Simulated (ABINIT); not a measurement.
# Fe (P6_3/mmc) in ABINIT: further runs

The runs below take Fe through single point, with PBE.

All numbers are computed with ABINIT 10.8.3 (patched build); they aren't measurements. Logs are shortened: lines on timing, memory, paths and dates and some standing lists are left out, and cuts for length are marked. The log counts tension as positive stress, the text compression.

### Step 1. The crystal as given

It takes space group P6_3/mmc (No. 194, hexagonal). The conventional cell has a = 2.434 Å, b = 2.434 Å, c = 3.842 Å, α = 90.00°, β = 90.00°, γ = 120.00°. Fe (site symmetry -6m2) has 12 Fe at 2.38 to 2.43 Å as nearest neighbours.

This isn't the form of Fe at room conditions, which is bcc.

### Step 2. Single point, PBE, collinear spin, ferromagnetic start

run.abi

```
# Pseudopotentials
pp_dirpath "./"
pseudos "Fe.GGA_PBE-JTH.xml"

# Structure
acell 3*1.0
rprim
     4.5998911804     0.0000000000     0.0000000000
    -2.2999455903     3.9836226169     0.0000000000
     0.0000000000     0.0000000000     7.2602039371
ntypat 1
znucl 26
natom 2
typat 1 1
xred
     0.6666666667     0.3333333333     0.7500000000
     0.3333333333     0.6666666667     0.2500000000

# Plane-wave basis
ecut 26.0
pawecutdg 48.0
pawxcdev 0

# k points
kptopt 1
ngkpt 12 12 7
nshiftk 1
shiftk 0.0 0.0 0.0

# Exchange and correlation
ixc 11

# Bands and occupations
nband 22
occopt 3
tsmear 0.05 eV

# Spin
nsppol 2
spinat
     0.0000000000     0.0000000000     3.0000000000
     0.0000000000     0.0000000000     3.0000000000

# SCF cycle
nstep 100
tolvrs 1.0e-9

# Output
iomode 3
prtwf 0
prteig 0
prtebands 0
enunit 2
prtden 1
prtvha 1
prtvclmb 1
prtpot 1
```

Potentials or basis: JTH PAW PBE v2.0.

Launch:

```bash
> abinit run.abi > log 2>&1
```

run.abo:

```text
.Version 10.8.3 of ABINIT
 Symmetries : space group P6_3/m m c (#194); Bravais hP (primitive hexag.)
================================================================================
 Values of the parameters that define the memory need of the present run
     intxc =       0    ionmov =       0      iscf =      17    lmnmax =      18
     lnmax =       6     mgfft =      36  mpssoang =       3    mqgrid =    3001
     natom =       2  nloc_mem =       2    nspden =       2   nspinor =       1
    nsppol =       2      nsym =      24    n1xccc =       1    ntypat =       1
    occopt =       3   xclevel =       2
       mpw =         854          nfft =       20736          nkpt =          76
 PAW method is used; the additional fine FFT grid is defined by:
   mgfftf=        48    nfftf =     43200
================================================================================
================================================================================

--------------------------------------------------------------------------------
------------- Echo of variables that govern the present computation ------------
--------------------------------------------------------------------------------
 -outvars: echo values of preprocessed input variables --------
            acell      1.0000000000E+00  1.0000000000E+00  1.0000000000E+00 Bohr
              amu      5.58470000E+01
             ecut      2.60000000E+01 Hartree
           enunit           2
                       outvar_i_n : Printing only first  50 k-points.
              ixc          11
                       outvar_i_n : Printing only first  50 k-points.
         kptrlatt       12    0    0      0   12    0      0    0    7
          kptrlen      5.08214276E+01
            natom           2
            nband          22
            ngfft          24      24      36
          ngfftdg          30      30      48
             nkpt          76
           nspden           2
           nsppol           2
            nstep         100
             nsym          24
           ntypat           1
                       prtocc : prtvol=0, do not print more k-points.
                       1.000000  1.000000  1.000000  1.000000  1.000000  1.000000
                       1.000000  1.000000  1.000000  1.000000  1.000000  1.000000
                       1.000000  1.000000  1.000000  1.000000  0.000000  0.000000
                       0.000000  0.000000  0.000000  0.000000
                       1.000000  1.000000  1.000000  1.000000  1.000000  1.000000
                       1.000000  1.000000  1.000000  1.000000  1.000000  1.000000
                       1.000000  1.000000  1.000000  1.000000  0.000000  0.000000
                       0.000000  0.000000  0.000000  0.000000
                       1.000000  1.000000  1.000000  1.000000  1.000000  1.000000
                       1.000000  1.000000  1.000000  1.000000  1.000000  1.000000
                       1.000000  1.000000  1.000000  1.000000  0.000000  0.000000
                       0.000000  0.000000  0.000000  0.000000
                       1.000000  1.000000  1.000000  1.000000  1.000000  1.000000
                       1.000000  1.000000  1.000000  1.000000  1.000000  1.000000
                       1.000000  1.000000  1.000000  1.000000  0.000000  0.000000
                       0.000000  0.000000  0.000000  0.000000
                       1.000000  1.000000  1.000000  1.000000  1.000000  1.000000
[... 168 lines left out ...]
                       1.000000  1.000000  1.000000  1.000000  1.000000  1.000000
                       1.000000  1.000000  1.000000  1.000000  0.000000  0.000000
                       0.000000  0.000000  0.000000  0.000000
                       1.000000  1.000000  1.000000  1.000000  1.000000  1.000000
                       1.000000  1.000000  1.000000  1.000000  1.000000  1.000000
                       1.000000  1.000000  1.000000  1.000000  0.000000  0.000000
                       0.000000  0.000000  0.000000  0.000000
                       1.000000  1.000000  1.000000  1.000000  1.000000  1.000000
                       1.000000  1.000000  1.000000  1.000000  1.000000  1.000000
                       1.000000  1.000000  1.000000  1.000000  0.000000  0.000000
                       0.000000  0.000000  0.000000  0.000000
                       1.000000  1.000000  1.000000  1.000000  1.000000  1.000000
                       1.000000  1.000000  1.000000  1.000000  1.000000  1.000000
                       1.000000  1.000000  1.000000  1.000000  0.000000  0.000000
                       0.000000  0.000000  0.000000  0.000000
                       prtocc : prtvol=0, do not print more k-points.
           occopt           3
        pawecutdg      4.80000000E+01 Hartree
         pawxcdev           0
        prtebands           0
           prteig           0
           prtpot           1
         prtvclmb           1
           prtvha           1
            prtwf           0
            rprim      4.5998911804E+00  0.0000000000E+00  0.0000000000E+00
                      -2.2999455903E+00  3.9836226169E+00  0.0000000000E+00
                       0.0000000000E+00  0.0000000000E+00  7.2602039371E+00
          spgroup         194
           spinat      0.0000000000E+00  0.0000000000E+00  3.0000000000E+00
                       0.0000000000E+00  0.0000000000E+00  3.0000000000E+00
           tolvrs      1.00000000E-09
           tsmear      1.83746611E-03 Hartree
            typat      1  1
           useylm           1
                       outvars : Printing only first  50 k-points.
           xangst      1.2170787918E+00  7.0268076809E-01  2.8814508506E+00
                      -3.5277984248E-11  1.4053615362E+00  9.6048361685E-01
            xcart      2.2999455902E+00  1.3278742056E+00  5.4451529528E+00
                      -6.6665728503E-11  2.6557484113E+00  1.8150509843E+00
             xred      6.6666666667E-01  3.3333333333E-01  7.5000000000E-01
                       3.3333333333E-01  6.6666666667E-01  2.5000000000E-01
            znucl       26.00000

[... 106 lines left out ...]
- [  2.92685753E-29,   2.19676857E-28,  -0.00000000E+00, ]
- [ -2.92685753E-29,  -2.19676857E-28,  -0.00000000E+00, ]
force_length_stats: {min:   2.21618075E-28, max:   2.21618075E-28, mean:   2.21618075E-28, }
...

 Integrated electronic and magnetization densities in atomic spheres:
 ------------------------------------------------------------------------------------------------------------
 Radius=ratsph(iatom), smearing ratsm=  0.0000. Diff(up-dn)=approximate z local magnetic moment.
    Atom    Radius    up_density   dn_density  Total(up+dn)  Diff(up-dn)
    1 Fe   2.11532     7.306578     7.306579     14.613158    -0.000001
    2 Fe   2.11532     7.306578     7.306579     14.613158    -0.000001
 ------------------------------------------------------------------------------------------------------------
  Sum:                14.613157    14.613159     29.226315    -0.000002
 Total magnetization (from the atomic spheres):               -0.000002
 Total magnetization (exact up - dn):                         -0.000002

================================================================================

 ----iterations are completed or convergence reached----

 Mean square residual over all n,k,spin=   88.303E-10; max=  12.031E-06
 reduced coordinates (array xred) for    2 atoms
       0.666666666667      0.333333333333      0.750000000000
       0.333333333333      0.666666666667      0.250000000000
 rms dE/dt=  6.1205E-28; max dE/dt=  8.0779E-28; dE/dt below (all hartree)
    1       0.000000000000     -0.000000000000      0.000000000000
    2       0.000000000000      0.000000000000      0.000000000000

 cartesian coordinates (angstrom) at end:
    1      1.21707879180737     0.70268076809038     2.88145085056136
    2     -0.00000000003528     1.40536153618075     0.96048361685379

 cartesian forces (hartree/bohr) at end:
    1      0.00000000000000     0.00000000000000    -0.00000000000000
    2     -0.00000000000000    -0.00000000000000    -0.00000000000000
 frms,max,avg= 1.2795126E-28 2.1967686E-28   0.000E+00  0.000E+00  0.000E+00 h/b

 cartesian forces (eV/Angstrom) at end:
    1      0.00000000000000     0.00000000000000    -0.00000000000000
    2     -0.00000000000000    -0.00000000000000    -0.00000000000000
 frms,max,avg= 6.5795181E-27 1.1296238E-26   0.000E+00  0.000E+00  0.000E+00 e/A
 length scales=  1.000000000000  1.000000000000  1.000000000000 bohr
              =  0.529177210544  0.529177210544  0.529177210544 angstroms
 Fermi (or HOMO) energy (hartree) =   0.40955   Average Vxc (hartree)=  -0.49836
 Magnetization (Bohr magneton)=  1.82290486E-06
 Total spin up =  1.59999991E+01   Total spin down =  1.60000009E+01
 Eigenvalues (hartree) for nkpt=  76  k points, SPIN UP:
 kpt#   1, nband= 22, wtk=  0.00099, kpt=  0.0000  0.0000  0.0000 (reduced coord)
  -2.80020   -2.79449   -1.56445   -1.54207   -1.54207   -1.53808   -1.53808   -1.53750
   0.07092    0.21919    0.34494    0.34494    0.35052    0.36315    0.36315    0.37607
   0.37607    0.42371    0.43675    0.43675    0.74380    1.20924
      occupation numbers for kpt#   1
   1.00000    1.00000    1.00000    1.00000    1.00000    1.00000    1.00000    1.00000
   1.00000    1.00000    1.00000    1.00000    1.00000    1.00000    1.00000    1.00000
   1.00000    0.00045    0.00000    0.00000    0.00000    0.00000
 prteigrs : prtvol=0 or 1, do not print more k-points.

 Eigenvalues (hartree) for nkpt=  76  k points, SPIN DOWN:
 kpt#   1, nband= 22, wtk=  0.00099, kpt=  0.0000  0.0000  0.0000 (reduced coord)
  -2.80020   -2.79449   -1.56445   -1.54207   -1.54207   -1.53808   -1.53808   -1.53750
   0.07091    0.21919    0.34494    0.34494    0.35052    0.36315    0.36315    0.37607
   0.37607    0.42371    0.43675    0.43675    0.74380    1.20924
      occupation numbers for kpt#   1
   1.00000    1.00000    1.00000    1.00000    1.00000    1.00000    1.00000    1.00000
   1.00000    1.00000    1.00000    1.00000    1.00000    1.00000    1.00000    1.00000
   1.00000    0.00045    0.00000    0.00000    0.00000    0.00000
 prteigrs : prtvol=0 or 1, do not print more k-points.

 Fermi (or HOMO) energy (eV) =  11.14437   Average Vxc (eV)= -13.56107
 Eigenvalues (   eV  ) for nkpt=  76  k points, SPIN UP:
 kpt#   1, nband= 22, wtk=  0.00099, kpt=  0.0000  0.0000  0.0000 (reduced coord)
 -76.19735  -76.04197  -42.57082  -41.96188  -41.96188  -41.85327  -41.85327  -41.83740
   1.92970    5.96456    9.38617    9.38617    9.53826    9.88190    9.88190   10.23341
  10.23341   11.52982   11.88457   11.88457   20.23985   32.90504
 prteigrs : prtvol=0 or 1, do not print more k-points.

 Eigenvalues (   eV  ) for nkpt=  76  k points, SPIN DOWN:
 kpt#   1, nband= 22, wtk=  0.00099, kpt=  0.0000  0.0000  0.0000 (reduced coord)
 -76.19735  -76.04197  -42.57083  -41.96188  -41.96188  -41.85327  -41.85327  -41.83740
   1.92969    5.96456    9.38617    9.38617    9.53826    9.88190    9.88190   10.23341
  10.23341   11.52982   11.88456   11.88456   20.23985   32.90504
 prteigrs : prtvol=0 or 1, do not print more k-points.

--- !EnergyTerms
iteration_state     : {dtset: 1, }
comment             : Components of total free energy in Hartree
kinetic             :  2.47396507996440E+01
hartree             :  4.25796819144097E+01
xc                  : -6.97695000082920E+00
Ewald energy        : -1.82448244008533E+02
psp_core            :  1.49515625186497E+01
local_psp           : -1.18943417657898E+02
PAW spherical_terms : -2.27792907978402E+01
internal            : -2.48877007232396E+02
'-kT*entropy'       : -7.25748399570971E-04
total_energy        : -2.48877732980796E+02
total_energy_eV     : -6.77230812016456E+03
...

--- !EnergyTermsDC
iteration_state     : {dtset: 1, }
comment             : '"Double-counting" decomposition of free energy'
band_energy         : -2.47858108560540E+01
Ewald energy        : -1.82448244008533E+02
psp_core            :  1.49515625186497E+01
xc_dc               : -4.04597120816864E+01
PAW spherical_terms : -1.61348066142693E+01
internal            : -2.48877011041893E+02
'-kT*entropy'       : -7.25748399570971E-04
total_energy_dc     : -2.48877736790292E+02
total_energy_dc_eV  : -6.77230822382624E+03
...

--- !EnergyTermsWithPAWCore
iteration_state     : {dtset: 1, }
comment             : 'Components of total free energy, including PAW core contributions'
Total energy        : -2.54556384684870E+03
Total energy DC     : -2.54556385065819E+03
Total energy (eV)   : -6.92683210504051E+04
Total energy DC (eV): -6.92683211540668E+04
...

 Cartesian components of stress tensor (hartree/bohr^3)
  sigma(1 1)= -3.12407244E-04  sigma(3 2)=  0.00000000E+00
  sigma(2 2)= -3.12407246E-04  sigma(3 1)=  0.00000000E+00
  sigma(3 3)= -3.81244834E-04  sigma(2 1)=  2.81337856E-12

-Cartesian components of stress tensor (GPa)         [Pressure=  9.8664E+00 GPa]
- sigma(1 1)= -9.19133846E+00  sigma(3 2)=  0.00000000E+00
- sigma(2 2)= -9.19133851E+00  sigma(3 1)=  0.00000000E+00
- sigma(3 3)= -1.12166103E+01  sigma(2 1)=  8.27724551E-08

== END DATASET(S) ==============================================================
================================================================================

 -outvars: echo values of variables after computation  --------
            acell      1.0000000000E+00  1.0000000000E+00  1.0000000000E+00 Bohr
           etotal     -2.4887773679E+02
            fcart      2.9268575251E-29  2.1967685739E-28 -0.0000000000E+00
                      -2.9268575251E-29 -2.1967685739E-28 -0.0000000000E+00
            rprim      4.5998911804E+00  0.0000000000E+00  0.0000000000E+00
                      -2.2999455903E+00  3.9836226169E+00  0.0000000000E+00
                       0.0000000000E+00  0.0000000000E+00  7.2602039371E+00
           strten     -3.1240724440E-04 -3.1240724607E-04 -3.8124483443E-04
                       0.0000000000E+00  0.0000000000E+00  2.8133785648E-12
           xangst      1.2170787918E+00  7.0268076809E-01  2.8814508506E+00
                      -3.5277984248E-11  1.4053615362E+00  9.6048361685E-01
             xred      6.6666666667E-01  3.3333333333E-01  7.5000000000E-01
                       3.3333333333E-01  6.6666666667E-01  2.5000000000E-01
 Calculation completed.
```

Run time: 2.3 min. Hardware: 1 thread of Arm Neoverse V1, shared host; peak memory 0.18 GiB.

Results:

```yaml
Free_energy: -6772.3082 eV
Pressure: 9.9 GPa
Band_gap_on_the_k_mesh: none (metal or under the smearing width)
Net_moment: 0.00 μB per cell
Valence_electrons_inside_the_program's_atomic_spheres: Fe 14.61 (radii [1.1194] Å)
```

Stress tensor (GPa, compression positive):
```
 9.19  0.00  0.00
 0.00  9.19  0.00
 0.00  0.00 11.22
```

Caveat: the starting moments collapsed, and a magnetic state may lie lower.

### Step 3. Single point, PBE, collinear spin, ferromagnetic start

Edit run.abi of step 2 so:

```diff
@@ -40,4 +40,4 @@
 spinat
-     0.0000000000     0.0000000000     3.0000000000
-     0.0000000000     0.0000000000     3.0000000000
+     0.0000000000     0.0000000000     5.0000000000
+     0.0000000000     0.0000000000     5.0000000000
```

Potentials or basis: JTH PAW PBE v2.0.

Launch:

```bash
> abinit run.abi > log 2>&1
```

run.abo:

```text
.Version 10.8.3 of ABINIT
 Symmetries : space group P6_3/m m c (#194); Bravais hP (primitive hexag.)
================================================================================
 Values of the parameters that define the memory need of the present run
     intxc =       0    ionmov =       0      iscf =      17    lmnmax =      18
     lnmax =       6     mgfft =      36  mpssoang =       3    mqgrid =    3001
     natom =       2  nloc_mem =       2    nspden =       2   nspinor =       1
    nsppol =       2      nsym =      24    n1xccc =       1    ntypat =       1
    occopt =       3   xclevel =       2
       mpw =         854          nfft =       20736          nkpt =          76
 PAW method is used; the additional fine FFT grid is defined by:
   mgfftf=        48    nfftf =     43200
================================================================================
================================================================================

--------------------------------------------------------------------------------
------------- Echo of variables that govern the present computation ------------
[... 484 lines left out ...]
- sigma(2 2)= -9.18931284E+00  sigma(3 1)=  0.00000000E+00
- sigma(3 3)= -1.12138841E+01  sigma(2 1)=  8.27722000E-08

== END DATASET(S) ==============================================================
================================================================================

 -outvars: echo values of variables after computation  --------
            acell      1.0000000000E+00  1.0000000000E+00  1.0000000000E+00 Bohr
           etotal     -2.4887773679E+02
            fcart      2.0488002675E-28 -8.4491098993E-29 -0.0000000000E+00
                      -2.0488002675E-28  8.4491098993E-29 -0.0000000000E+00
            rprim      4.5998911804E+00  0.0000000000E+00  0.0000000000E+00
                      -2.2999455903E+00  3.9836226169E+00  0.0000000000E+00
                       0.0000000000E+00  0.0000000000E+00  7.2602039371E+00
           strten     -3.1233839345E-04 -3.1233839512E-04 -3.8115217275E-04
                       0.0000000000E+00  0.0000000000E+00  2.8133698958E-12
           xangst      1.2170787918E+00  7.0268076809E-01  2.8814508506E+00
                      -3.5277984248E-11  1.4053615362E+00  9.6048361685E-01
             xred      6.6666666667E-01  3.3333333333E-01  7.5000000000E-01
                       3.3333333333E-01  6.6666666667E-01  2.5000000000E-01
 Calculation completed.
```

Wall time 2 min (1 thread of Arm Neoverse V1, shared host); peak memory 0.18 GiB.

What came out:

```yaml
Free_energy: -6772.3082 eV
Pressure: 9.9 GPa
Band_gap_on_the_k_mesh: none (metal or under the smearing width)
Net_moment: 0.00 μB per cell
Valence_electrons_inside_the_program's_atomic_spheres: Fe 14.61 (radii [1.1194] Å)
```

Caveat: the starting moments collapsed, and a magnetic state may lie lower.

[end of part 1 of 2]
